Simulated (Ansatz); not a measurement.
A relaxed 1×1 slab of 4 planes, cut along (111) from a fcc crystal of one element, has a cell area of 9.94 Å² and a bulk spacing of 2.767 Å between its first planes. All-electron LAPW in Ansatz 0.2.0 (PBE, scalar-relativistic, no spin polarisation) gives γ = 0.31 J/m², Φ = 3.73 eV and a change of the outer spacing of -2.8 %. The fcc structure needn't be the element's own.

Task: Which element is it?

Result: In. Other candidates weren't computed, and some may come near.
